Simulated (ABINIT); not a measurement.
A run of ABINIT 10.8.3 (patched build):

The input run.abi:

```
ndtset 3

pp_dirpath "./"
pseudos "Ba_ONCV_PBE-1.2.upf"

acell 4.3413853492 4.3413853492 4.3413853492 Angstrom
rprim
    -0.5773502692     0.5773502692     0.5773502692
     0.5773502692    -0.5773502692     0.5773502692
     0.5773502692     0.5773502692    -0.5773502692
ntypat 1
znucl 56
natom 1
typat 1
xred
            0.0            0.0            0.0

ecut 14.0

ngkpt 10 10 10
nshiftk 2
shiftk
     0.2500000000     0.2500000000     0.2500000000
    -0.2500000000    -0.2500000000    -0.2500000000
istwfk *1

ixc 11

occopt 3
tsmear 0.1 eV

nstep 80

iomode 3
prteig 0
prtebands 0

nband1 9
tolvrs1 1.0e-12
prtden1 1
prtwf1 0
kptopt1 1

iscf2 -3
getden2 1
nband2 21
nbdbuf2 4
tolwfr2 1.0e-12
nstep2 120
prtden2 0
kptopt2 1

optdriver3 8
wfk_task3 "wfk_optics_fullbz"
getwfk3 2
nband3 17
kptopt3 1
prtevk3 1
inclvkb3 2
```

The input optic.abi:

```
&FILES
 ddkfile_1 = 'runo_DS3_1_EVK.nc',
 ddkfile_2 = 'runo_DS3_2_EVK.nc',
 ddkfile_3 = 'runo_DS3_3_EVK.nc',
 wfkfile = 'runo_DS3_WFK.nc'
/
&PARAMETERS
 broadening = 0.001837,
 domega = 0.002,
 maxomega = 0.8,
 scissor = 0.000000,
 tolerance = 0.002
/
&COMPUTATIONS
 num_lin_comp = 1,
 lin_comp = 11,
 num_nonlin_comp = 0
/
```

Potentials or basis: SG15 NC PBE v1.2.

Command:

```sh
$ abinit run.abi > log 2>&1
$ optic optic.abi > optic.log 2>&1
```

Hardware: 1 thread of AMD EPYC 7R43 64-Core Processor (Zen 3) (shared host).

Task: Estimate the wall time of this run.

Result: It took 2.3 min on 1 thread of AMD EPYC 7R43 64-Core Processor (Zen 3), with other jobs on the host, peak memory 0.85 GiB. Counts: scf iterations 9, mpi ranks 1, k points 70, bands 9, plane waves 1079.
